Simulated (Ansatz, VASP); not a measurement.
## Al in VASP and in Ansatz

INCAR

```
ALGO     = Normal         # electronic algorithm
EDIFF    = 1E-6           # SCF threshold, eV
ENCUT    = 520            # plane-wave cutoff, eV
GGA      = CA             # functional
ISIF     = 2              # what is computed and relaxed
ISMEAR   = 0              # smearing method
LASPH    = True           # aspherical terms in the spheres
LCHARG   = True           # write CHGCAR
LELF     = True           # ELF
LREAL    = False          # projectors in reciprocal space
LVHAR    = True         
LWAVE    = False          # write WAVECAR
NBANDS   = 8              # bands
NELM     = 100            # most SCF steps
PREC     = Accurate       # precision mode
SIGMA    = 0.15           # smearing width, eV
```

File KPOINTS:

```
k-points
0
Gamma
  20 20 20
```

POSCAR

```
Al
1.0
    0.0000000000      2.0239800000      1.9227810000
    2.0239800000      0.0000000000      1.9227810000
    2.0239800000      2.0239800000      0.0000000000
Al
1
Direct
    0.0000000000      0.0000000000      0.0000000000
```

Input for Ansatz:

```yaml
crystal:
  lattice:
    - [0.0, 2.02398, 1.922781]
    - [2.02398, 0.0, 1.922781]
    - [2.02398, 2.02398, 0.0]
  atoms:
    - { symbol: Al, position: [0.0, 0.0, 0.0] }
basis:
  ecutwfc: 420
kpoints:
  mp_grid: { grid: [20, 20, 20] }
hamiltonian:
  xc: lda
scf:
  occupations: { method: gaussian, width: 0.15 }
output:
  forces: true
  stress: true
  eigenvalues: true
```

Change from the starting cell: strain +0.000 along x and y, -0.050 along z, atoms carried along.

Alike in both runs: task single point; functional LDA; k mesh 20 × 20 × 20; occupations gaussian, width 0.15 eV; no spin polarisation.

```csv
,VASP,Ansatz
version,VASP 6.6.1,Ansatz 0.2.0
potentials or method,"VASP PAW LDA potentials, release 64 (Al)","scalar-relativistic, plane waves, PAW"
plane-wave cutoff (eV),520,420
valence electrons in the cell,3,3
```

VASP gave:

- gap on the k mesh at the Fermi level (eV): none
- pressure (GPa): 0.5
- largest component of the traceless stress (GPa): 2.01

Question: What did Ansatz give for the same quantities?

Answer: gap on the k mesh at the Fermi level (eV): none; pressure (GPa): 0.5; largest component of the traceless stress (GPa): 2.00.

A gap of «none» marks a metal or a gap that the smearing closes.
